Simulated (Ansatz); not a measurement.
Computed properties of CoPt

CoPt:
```yaml
crystal:
  lattice:
    - [2.69338, 0.00000, 0.00000]
    - [0.00000, 2.69338, 0.00000]
    - [0.00000, 0.00000, 3.72683]
  atoms:
    - { symbol: Pt, position: [0.50000, 0.50000, 0.50000] }
    - { symbol: Co, position: [0.00000, 0.00000, 0.00000] }
```
The run is spin-polarised; directions of the spins, atom by atom: ↑ ↑.

Space group P4/mmm (No. 123), L1₀ or tetragonal B2; conventional cell a = 2.6934 Å, b = 2.6934 Å, c = 3.7268 Å, α = 90.00°, β = 90.00°, γ = 90.00°.

Method: PBE (plane waves, PAW; program Ansatz). Structure relaxed to zero pressure with the same functional. Other levels are named where they apply.

### Cell and energy

| Quantity | Result |
|---|---|
| Volume per atom | 13.52 Å³ |
| Density | 15.60 g/cm³ |
| Formation energy from the elements (no fitted shifts) | -0.087 eV/atom |

### Electronic structure

| Quantity | Result |
|---|---|
| Electronic character | metallic (no gap) |
| Density of states at the Fermi level | 0.96 states/eV per atom (mean over ±0.08 eV) |

### Magnetism

| Property | Value |
|---|---|
| Magnetic order | ferromagnetic |
| Net moment | 1.13 μB per atom |

### Mechanics

| Quantity | Result |
|---|---|
| Bulk modulus (Birch–Murnaghan fit) | 217 GPa |
| Pressure derivative B′ | 5.2 |
| Elastic constants (relaxed ions, GPa) | C11 = 415, C12 = 95.0, C13 = 161, C33 = 303, C44 = 129, C66 = 66.8 |
| Mechanical stability | stable (all eigenvalues of C positive) |
| Hill bulk and shear moduli | 218 and 107 GPa |
| Young's modulus | 276 GPa |
| Poisson's ratio | 0.29 |
| Debye temperature from the elastic constants | 365 K |

### Charges

| Property | Result |
|---|---|
| Bader charges | Pt -0.48, Co +0.48 e |

The cell was relaxed with PBE under the symmetry of its start. The final state is ferromagnetic, chosen from 5 collinear starts compared on coarse meshes (ties went to the first, and starts can fall back to one state), not a proven ground state. Textbook magnetic order: ferromagnetic. As this level gives no gap, shear constants depend on the k-mesh and smearing (Fermi–Dirac, 0.1 eV here). Axis ratios of metals converge slowly with the k-mesh, so a and c are less sure than the volume. On the denser mesh and wider smearing of the elastic run this cell carries a stress of 0.5 GPa. The references are the lowest solids computed at this level, not always the standard phases. Spin–orbit coupling is left out wherever it is not named.

Potentials: the later of the program's two PAW sets.
